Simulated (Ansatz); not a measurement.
**Zr2N: enthalpy under pressure, worked through**

These are results of Ansatz, DFT r2SCAN, scalar-relativistic, plane waves, PAW, not measurements. Settings: 500 eV cutoff, 8×8×10 k-mesh, Gaussian smearing of 0.10 eV, no spin polarisation.

The relaxed crystal:

```yaml
crystal:
  lattice:
    - [5.41705, 0.00000, 0.00000]
    - [0.00000, 5.41705, 0.00000]
    - [0.00000, 0.00000, 3.30044]
  atoms:
    - { symbol: Zr, position: [0.29657, 0.29657, 0.00000] }
    - { symbol: Zr, position: [0.70343, 0.70343, 0.00000] }
    - { symbol: Zr, position: [0.79657, 0.20343, 0.50000] }
    - { symbol: Zr, position: [0.20343, 0.79657, 0.50000] }
    - { symbol: N, position: [0.00000, 0.00000, 0.00000] }
    - { symbol: N, position: [0.50000, 0.50000, 0.50000] }
```

Cell and atoms were relaxed at each target pressure within the start's symmetry (P4_2/mnm), at zero temperature; other phases can be more stable under pressure. H = E + PV with P the target; E is the free energy at the smearing used, whose derivative the pressure is, per atom and counted from zero pressure.

```csv
P (GPa),V (Å³/atom),E − E0 (meV),H − H0 (meV)
0,16.142,0.0,0.0
3,15.888,2.3,299.8
8,15.504,15.4,789.6
15,15.036,48.8,1456.5
30,14.211,163.2,2824.1
```

Thermodynamics gives dH/dP = V along a relaxed path. Integrate V over P by the trapezoid rule and compare with the computed enthalpies.

With 1 eV/Å³ = 160.22 GPa, each step adds the mean volume times ΔP / 160.22:
```csv
P (GPa),∫V dP (meV),H − H0 (meV),difference (meV)
3,299.9,299.8,0.0
8,789.7,789.6,0.1
15,1456.8,1456.5,0.3
30,2825.9,2824.1,1.8
```

V(P) curves upward, so the trapezoid rule runs high; integrating a smooth curve through the same points puts that excess at about 1.9 meV at 30 GPa, against the 1.8 meV found.

At 30 GPa, how much of the enthalpy change is stored energy and how much is the PV term?

E rises by 163 meV/atom and PV is 30 × 14.211 / 160.22 = 2661 meV/atom, so PV makes 94 % of ΔH. So between rival structures at high pressure a small difference in volume can outweigh the difference in energy: 1 % of this volume is worth 26.6 meV/atom at this pressure.

What bulk modulus do the lowest pressures give, and how is the compression shared among the axes?

From the pressures that the runs reached, -3.00 GPa (16.418 Å³) and 3.00 GPa (15.888 Å³), B = −ΔP/Δln V = 6.00 / 0.0328 = 183 GPa, a mean over that range. The linear compressibilities −Δln(length)/ΔP are 1.94 along a, 1.94 along b, 1.59 along c (in TPa⁻¹). With fixed angles they add up to 1/B: 5.47 against 5.46. Softest: a and b, at 35 % of the volume change per axis.